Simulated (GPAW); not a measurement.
# InAs (F-43m) in GPAW: notebook, part 2 of 2

GPAW 26.7.0. The steps go on from the part before.

## Step 4: Equation of state, RPBE+D3(BJ)

run.py reads:

```python
import spglib
from ase import Atoms
from ase.calculators.mixing import SumCalculator
from ase.eos import EquationOfState
from ase.io import Trajectory, read
from ase.units import GPa
from dftd3.ase import DFTD3
from gpaw import GPAW, PW

atoms = read('InAs.cif')
cell, positions, numbers = spglib.find_primitive(
    (atoms.cell[:], atoms.get_scaled_positions(), atoms.numbers), symprec=1e-4)
atoms = Atoms(numbers, cell=cell, scaled_positions=positions, pbc=True)

traj = Trajectory('eos.traj', 'w')
volumes, energies = [], []
for x in [0.94, 0.96, 0.98, 1.0, 1.02, 1.04, 1.06]:
    a = atoms.copy()
    a.set_cell(atoms.cell * x**(1 / 3), scale_atoms=True)
    calc = GPAW(mode=PW(600),
                xc='RPBE',
                kpts={'size': (6, 6, 6), 'gamma': True},
                occupations={'name': 'fermi-dirac', 'width': 0.05},
                nbands=18,
                convergence={'density': 1e-05, 'energy': 1e-05},
                maxiter=150,
                txt=f'eos-{x:.2f}.txt')
    a.calc = SumCalculator([calc, DFTD3(method='rpbe', damping='d3bj')])
    energies.append(a.get_potential_energy())
    volumes.append(a.get_volume())
    p = -a.get_stress()[:3].mean() / GPa
    calc.write(f'eos-{x:.2f}.gpw')
    traj.write(a)
    print(f'{x:.2f} {volumes[-1]:10.4f} A^3 {energies[-1]:14.6f} eV {p:9.3f} GPa', flush=True)

v0, e0, B = EquationOfState(volumes, energies, eos='birchmurnaghan').fit()
print(f'V0 = {v0:.4f} A^3, E0 = {e0:.6f} eV, B0 = {B / GPa:.2f} GPa')
```

InAs.cif reads:

```cif
data_InAs
_cell_length_a 6.03600000
_cell_length_b 6.03600000
_cell_length_c 6.03600000
_cell_angle_alpha 90.00000000
_cell_angle_beta 90.00000000
_cell_angle_gamma 90.00000000
_space_group_name_H-M_alt 'F-43m'
_space_group_name_Hall 'F -4 2 3'
_space_group_IT_number 216
loop_
_space_group_symop_operation_xyz
'x,y,z'
'y,-x,-z'
'-x,-y,z'
'-y,x,-z'
'x,-y,-z'
'y,x,z'
'-x,y,-z'
'-y,-x,z'
'z,x,y'
'-z,y,-x'
'z,-x,-y'
'-z,-y,x'
'-z,x,-y'
'z,y,x'
'-z,-x,y'
'z,-y,-x'
'y,z,x'
'-x,-z,y'
'-y,z,-x'
'x,-z,-y'
'-y,-z,x'
'x,z,y'
'y,-z,-x'
'-x,z,-y'
'x,y+1/2,z+1/2'
'y,-x+1/2,-z+1/2'
'-x,-y+1/2,z+1/2'
'-y,x+1/2,-z+1/2'
'x,-y+1/2,-z+1/2'
'y,x+1/2,z+1/2'
'-x,y+1/2,-z+1/2'
'-y,-x+1/2,z+1/2'
'z,x+1/2,y+1/2'
'-z,y+1/2,-x+1/2'
'z,-x+1/2,-y+1/2'
'-z,-y+1/2,x+1/2'
'-z,x+1/2,-y+1/2'
'z,y+1/2,x+1/2'
'-z,-x+1/2,y+1/2'
'z,-y+1/2,-x+1/2'
'y,z+1/2,x+1/2'
'-x,-z+1/2,y+1/2'
'-y,z+1/2,-x+1/2'
'x,-z+1/2,-y+1/2'
'-y,-z+1/2,x+1/2'
'x,z+1/2,y+1/2'
'y,-z+1/2,-x+1/2'
'-x,z+1/2,-y+1/2'
'x+1/2,y,z+1/2'
'y+1/2,-x,-z+1/2'
'-x+1/2,-y,z+1/2'
'-y+1/2,x,-z+1/2'
'x+1/2,-y,-z+1/2'
'y+1/2,x,z+1/2'
'-x+1/2,y,-z+1/2'
'-y+1/2,-x,z+1/2'
'z+1/2,x,y+1/2'
'-z+1/2,y,-x+1/2'
'z+1/2,-x,-y+1/2'
'-z+1/2,-y,x+1/2'
'-z+1/2,x,-y+1/2'
'z+1/2,y,x+1/2'
'-z+1/2,-x,y+1/2'
'z+1/2,-y,-x+1/2'
'y+1/2,z,x+1/2'
'-x+1/2,-z,y+1/2'
'-y+1/2,z,-x+1/2'
'x+1/2,-z,-y+1/2'
'-y+1/2,-z,x+1/2'
'x+1/2,z,y+1/2'
'y+1/2,-z,-x+1/2'
'-x+1/2,z,-y+1/2'
'x+1/2,y+1/2,z'
'y+1/2,-x+1/2,-z'
'-x+1/2,-y+1/2,z'
'-y+1/2,x+1/2,-z'
'x+1/2,-y+1/2,-z'
'y+1/2,x+1/2,z'
'-x+1/2,y+1/2,-z'
'-y+1/2,-x+1/2,z'
'z+1/2,x+1/2,y'
'-z+1/2,y+1/2,-x'
'z+1/2,-x+1/2,-y'
'-z+1/2,-y+1/2,x'
'-z+1/2,x+1/2,-y'
'z+1/2,y+1/2,x'
'-z+1/2,-x+1/2,y'
'z+1/2,-y+1/2,-x'
'y+1/2,z+1/2,x'
'-x+1/2,-z+1/2,y'
'-y+1/2,z+1/2,-x'
'x+1/2,-z+1/2,-y'
'-y+1/2,-z+1/2,x'
'x+1/2,z+1/2,y'
'y+1/2,-z+1/2,-x'
'-x+1/2,z+1/2,-y'
loop_
_atom_site_label
_atom_site_type_symbol
_atom_site_symmetry_multiplicity
_atom_site_Wyckoff_symbol
_atom_site_fract_x
_atom_site_fract_y
_atom_site_fract_z
_atom_site_occupancy
In1 In 4 a 0.0000000000 0.0000000000 0.0000000000 1
As1 As 4 c 0.2500000000 0.2500000000 0.2500000000 1
```

Potentials or basis: the program's PAW data sets (release 1.2.1) made for this functional, pw.

Started as:

```
OMP_NUM_THREADS=1 python run.py
```

What it wrote:

```text
__  _  _
 | _ |_)|_||  |
 |__||  | ||/\| - 26.7.0

Input parameters:
  mode=PW(ecut=600.0),
  convergence={'density': 1e-05, 'energy': 1e-05},
  kpts=MonkhorstPack(size=(6, 6, 6), gamma=True),
  maxiter=150,
  nbands=18,
  occupations=Occupations(name='fermi-dirac', width=0.05),
  xc=XC(name='RPBE')

Diagonalizing LCAO Hamiltonian
Converting LCAO to pw mode

           As

       In

Atoms  # Å, Bohr magnetons
|   | symbol |        x |        y |        z |    initial magnetic moments |
|---|--------|----------|----------|----------|-----------------------------|
| 0 |     In | 0.000000 | 0.000000 | 0.000000 | ( 0.0000,  0.0000,  0.0000) |
| 1 |     As | 1.478195 | 1.478195 | 1.478195 | ( 0.0000,  0.0000,  0.0000) |

Unit cell  # Å
| periodic |        x |        y |        z |  lengths |    angles |
|----------|----------|----------|----------|----------|-----------|
|      yes | 0.000000 | 2.956391 | 2.956391 | 4.180968 | 60.000000 |
|      yes | 2.956391 | 0.000000 | 2.956391 | 4.180968 | 60.000000 |
[... 172 lines left out ...]
|iter:   8| |   -7.004670c| -7.74c| -4.41 |
|iter:   9| |   -7.004670c| -7.54c| -4.97 |
|iter:  10| |   -7.004670c| -8.62c| -5.68c|

Converged in 10 steps
Energy contributions relative to reference atoms: (reference = -221493.392691)

Energy contributions:
  Kinetic:          34.837845
  Coulomb:         -31.074250
  Zero:              0.144211
  External:          0.000000
  Xc:              -10.912307
  Entropy:          -0.000338
  Spinorbit:         0.000000
  ----------------------------
  Free energy:      -7.004839
  Extrapolated:     -7.004670

dipole moment: (-23.072407, -23.072407, -23.072407)  # |e|*Ang

Fermi level: 5.868
Eigenvalues  # (at kpt = [0.000, 0.000, 0.000])
| band index |      eig [eV] | occ [0-2] |
|------------|---------------|-----------|
|          0 |        -8.798 |     2.000 |
|          1 |        -8.798 |     2.000 |
|          2 |        -8.798 |     2.000 |
|          3 |        -8.643 |     2.000 |
|          4 |        -8.643 |     2.000 |
|          5 |        -6.582 |     2.000 |
[... 10 lines left out ...]
|         16 |        16.392 |     0.000 |
|         17 |        16.392 |     0.000 |

Gap: 0.286 eV
Transition (v -> c):
  (s=0, k=0, n=8, [0.00, 0.00, 0.00]) -> (s=0, k=0, n=9, [0.00, 0.00, 0.00])
No difference between direct/indirect transitions

Stress tensor  # eV/Ang^3
|         x |         y |         z |
|-----------|-----------|-----------|
| -0.067333 |  0.000000 |  0.000000 |
|  0.000000 | -0.067333 |  0.000000 |
|  0.000000 |  0.000000 | -0.067333 |

# Writing to eos-0.94.gpw (mode='')
```

eos-0.96.txt:

```text
SCF iterations
|iter     | |      energy | eigst |  dens |
|---------|-|-------------|-------|-------|
|iter:   1| |   -7.278869 | -0.33 |       |
|iter:   2| |   -7.233546 | -2.34 | -1.16 |
|iter:   3| |   -7.066897 | -1.87 | -1.20 |
|iter:   4| |   -7.071475 | -3.18 | -1.78 |
|iter:   5| |   -7.072307 | -3.95 | -2.27 |
[... 43 lines left out ...]
|         16 |        16.129 |     0.000 |
|         17 |        16.129 |     0.000 |

Gap: 0.178 eV
Transition (v -> c):
  (s=0, k=0, n=8, [0.00, 0.00, 0.00]) -> (s=0, k=0, n=9, [0.00, 0.00, 0.00])
No difference between direct/indirect transitions

Stress tensor  # eV/Ang^3
|         x |         y |         z |
|-----------|-----------|-----------|
| -0.055899 | -0.000000 |  0.000000 |
| -0.000000 | -0.055899 |  0.000000 |
|  0.000000 |  0.000000 | -0.055899 |

# Writing to eos-0.96.gpw (mode='')
```

It took 53 s on 1 thread of AMD EPYC 7B13 (Zen 3), shared host; peak memory 0.23 GiB.

Results:

```
Equilibrium volume : 25.64 Å³/atom (rough: see the caveat)
Bulk modulus       : 67 GPa (rough)
```

Energy against volume, from the lowest point:
| volume (Å³/atom) | energy (meV/atom) |
| --- | --- |
| 25.840 | 0.00 |
| 26.389 | 4.05 |
| 26.939 | 12.40 |
| 27.489 | 24.55 |
| 28.039 | 40.08 |
| 28.588 | 58.71 |
| 29.138 | 80.10 |

Caveat: the minimum lies outside the volumes run.

## Step 5: Band structure, PBE

run.py reads:

```python
from ase.dft.bandgap import bandgap
from ase.io import read, write
from gpaw import GPAW

atoms = read('POSCAR')

calc = GPAW(mode='fd',
            h=0.2,
            xc='PBE',
            kpts={'size': (6, 6, 6), 'gamma': True},
            occupations={'name': 'fermi-dirac', 'width': 0.05},
            nbands=18,
            convergence={'density': 1e-05, 'energy': 1e-05},
            maxiter=150,
            txt='gpaw.txt')
atoms.calc = calc
energy = atoms.get_potential_energy()
forces = atoms.get_forces()
calc.write('gs.gpw')
write('result.traj', atoms)
print(f'Energy: {energy:.6f} eV')
print('Forces (eV/A):')
print(forces.round(4))
print('Fermi level:', round(calc.get_fermi_level(), 4), 'eV')
print(f'Gap: {bandgap(calc)[0]:.4f} eV, direct: {bandgap(calc, direct=True)[0]:.4f} eV')

path = atoms.cell.bandpath('GXWKGLUWLK,UX', npoints=100, eps=1e-4)
bs_calc = calc.fixed_density(kpts=path, symmetry='off', nbands=30,
                             convergence={'bands': 'CBM+6.0', 'eigenstates': 1e-6}, txt='bands.txt')
bs = bs_calc.band_structure()
bs.write('bs.json')
print(f'Gap on the path: {bandgap(bs_calc)[0]:.4f} eV')
```

POSCAR reads:

```
InAs
1.0
    0.0000000000      3.0180000000      3.0180000000
    3.0180000000      0.0000000000      3.0180000000
    3.0180000000      3.0180000000      0.0000000000
In As
1 1
Direct
    0.0000000000      0.0000000000      0.0000000000
    0.7500000000      0.7500000000      0.7500000000
```

Potentials or basis: GPAW PAW data sets (gpaw-data 1.2.1), fd.

Started as:

```
OMP_NUM_THREADS=1 python run.py
```

It took 95 s on 1 thread of AMD EPYC 7B13 (Zen 3), shared host; peak memory 0.44 GiB.

Results (log left out):

```yaml
Free_energy: -8.1384 eV
Band_gap_along_the_path: none (metal or under the smearing width)
```

Levels at the corners of the path, in eV from the Fermi level:
| point | band 5 | band 6 | band 7 | band 8 | band 9 | band 10 | band 11 | band 12 | band 13 |
| --- | --- | --- | --- | --- | --- | --- | --- | --- | --- |
| Γ | -14.23 | -11.93 | -0.19 | -0.04 | -0.04 | -0.04 | 3.85 | 3.85 | 3.85 |
| X | -14.20 | -9.89 | -5.90 | -2.39 | -2.39 | 1.50 | 2.03 | 9.19 | 9.26 |
| W | -14.22 | -9.83 | -5.75 | -3.02 | -2.94 | 4.20 | 4.26 | 4.97 | 6.05 |
| K | -14.21 | -9.90 | -5.76 | -3.34 | -2.01 | 2.07 | 4.25 | 7.29 | 7.39 |
| Γ | -14.23 | -11.93 | -0.19 | -0.04 | -0.04 | -0.04 | 3.85 | 3.85 | 3.85 |
| L | -14.22 | -10.43 | -5.83 | -1.04 | -1.04 | 0.93 | 4.64 | 4.64 | 6.84 |
| U | -14.21 | -9.90 | -5.76 | -3.34 | -2.01 | 2.07 | 4.25 | 7.29 | 7.39 |
| W | -14.22 | -9.83 | -5.75 | -3.02 | -2.94 | 4.20 | 4.26 | 4.97 | 6.05 |
| L | -14.22 | -10.43 | -5.83 | -1.04 | -1.04 | 0.93 | 4.64 | 4.64 | 6.84 |
| K | -14.21 | -9.90 | -5.76 | -3.34 | -2.01 | 2.07 | 4.25 | 7.29 | 7.39 |
| U | -14.21 | -9.90 | -5.76 | -3.34 | -2.01 | 2.07 | 4.25 | 7.29 | 7.39 |
| X | -14.20 | -9.89 | -5.90 | -2.39 | -2.39 | 1.50 | 2.03 | 9.19 | 9.26 |

Caveat: the real-space grid adds noise to forces; spin-orbit coupling is left out, which moves the levels of the heavy elements; this crystal is a semiconductor, whose small gap the functional closes, so the metal is an error of the method.

## Step 6: How close it comes

Step 5. Against the measured gap of InAs, 0.418 eV (direct; 4.2 K; a printed reference work, data compilation), the calculated 0.00 eV is off by -0.42 eV. Spin-orbit coupling on As, In is left out. The value is that of PBE, without temperature or zero-point motion. Semilocal functionals fall short of measured gaps as a rule.
